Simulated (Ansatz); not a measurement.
Band structure of Sc

```
Sc
1.0
     0.00000    2.32685    2.32685
     2.32685    0.00000    2.32685
     2.32685    2.32685    0.00000
Sc
1
Direct
  0.00000 0.00000 0.00000
```

The conventional cell has a = 4.654 Å, b = 4.654 Å, c = 4.654 Å, α = 90.00°, β = 90.00°, γ = 90.00°. Sc (atom 1) is surrounded by 12 Sc at 3.29 Å.

Structure from Materials Project entry mp-36 (possibly hypothetical), not relaxed further.

Spin polarisation is left out, and whether a magnetic state lies lower isn't shown here.

The calculation used DFT, LDA, all-electron LAPW, scalar-relativistic (Ansatz 0.2.0).

Settings: a Γ-centred 13×13×13 k mesh, Fermi–Dirac smearing of 0.08 eV, basis error target 0.25 meV/atom, no spin polarisation.

Points in fractions of the reciprocal vectors of this cell: Γ (0, 0, 0), X (0.5, 0, 0.5), U (0.625, 0.25, 0.625), K (0.375, 0.375, 0.75), L (0.5, 0.5, 0.5), W (0.5, 0.25, 0.75). The path joins them by straight lines in the order Γ–X–U–K–Γ–L–W–X; legs that retrace an earlier one aren't tabulated. Energies are in eV from the Fermi level.

Metal or insulator at this level of theory?

No gap opens: metallic or semimetallic.

Tabulate bands 2 to 8, counted from the lowest band of the run, along the path.


```tsv
k (1/Å)	point	band 2	band 3	band 4	band 5	band 6	band 7	band 8
0.00	Γ	-27.68	-27.68	-27.68	-5.10	1.49	1.49	1.49
0.34		-27.73	-27.70	-27.70	-4.59	1.10	1.72	1.72
0.68		-27.86	-27.74	-27.74	-3.24	0.30	1.60	2.38
1.01		-27.98	-27.79	-27.79	-1.85	-0.38	1.33	3.34
1.35	X	-28.03	-27.81	-27.81	-1.48	-0.63	1.90	3.69
1.47		-28.03	-27.82	-27.81	-1.43	-0.60	1.77	3.61
1.59		-28.01	-27.84	-27.80	-1.29	-0.54	1.47	3.40
1.71		-27.99	-27.86	-27.79	-1.07	-0.46	1.14	3.13
1.83	U	-27.97	-27.89	-27.78	-0.79	-0.42	0.84	2.84
2.03		-27.96	-27.90	-27.79	-0.62	-0.33	0.59	2.56
2.24		-27.95	-27.89	-27.79	-0.54	-0.18	0.36	2.39
2.45		-27.96	-27.90	-27.79	-0.62	-0.33	0.59	2.56
2.65	K	-27.97	-27.89	-27.78	-0.79	-0.42	0.84	2.84
3.01		-27.95	-27.87	-27.74	-1.23	0.31	0.33	2.21
3.37		-27.89	-27.77	-27.70	-3.02	0.50	1.32	2.17
3.73		-27.75	-27.70	-27.68	-4.53	1.11	1.66	1.70
4.09	Γ	-27.68	-27.68	-27.68	-5.10	1.49	1.49	1.49
4.38		-27.73	-27.68	-27.68	-4.72	1.23	1.62	1.62
4.67		-27.87	-27.70	-27.70	-3.68	0.70	1.69	1.69
4.96		-28.00	-27.72	-27.72	-2.39	0.32	1.50	1.50
5.26	L	-28.05	-27.73	-27.73	-1.76	0.28	1.39	1.39
5.49		-28.04	-27.76	-27.73	-1.52	0.09	1.21	1.56
5.73		-28.00	-27.82	-27.76	-0.90	-0.27	0.78	2.02
5.97		-27.95	-27.89	-27.79	-0.54	-0.18	0.36	2.39
6.21	W	-27.92	-27.92	-27.82	-0.63	0.19	0.19	2.37
6.38		-27.96	-27.88	-27.81	-0.80	-0.16	0.64	2.61
6.55		-28.00	-27.84	-27.81	-1.12	-0.42	1.15	3.11
6.72		-28.02	-27.82	-27.81	-1.39	-0.58	1.65	3.53
6.89	X	-28.03	-27.81	-27.81	-1.48	-0.63	1.90	3.69
```
